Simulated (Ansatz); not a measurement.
**BaF2 with kpoints.mp_grid.grid, scf.max_iter changed**

Level of theory: PBE, no spin polarisation, scalar-relativistic; Ansatz, plane waves to 420 eV (PAW set soft_2), k-mesh 6×6×6. These are the settings of the reference run.

Cell:

```yaml
crystal:
  lattice:
    - [0.00000, 3.12239, 3.12239]
    - [3.12239, 0.00000, 3.12239]
    - [3.12239, 3.12239, 0.00000]
  atoms:
    - { symbol: Ba, position: [0.00000, 0.00000, 0.00000] }
    - { symbol: F, position: [0.25000, 0.25000, 0.25000] }
    - { symbol: F, position: [0.75000, 0.75000, 0.75000] }
```

The reference run of this cell is solved again as a single point with these keys changed:

| key | reference run | changed run |
| --- | --- | --- |
| kpoints.mp_grid.grid | [6, 6, 6] | [0, 6, 6] |
| scf.max_iter | not typed | 60 |

**Question.** How does the changed run end?

**Answer.** It is refused before the calculation starts. Message: Error: invalid value for `kpoints.mp_grid.grid`: each dimension must be in 1..=255
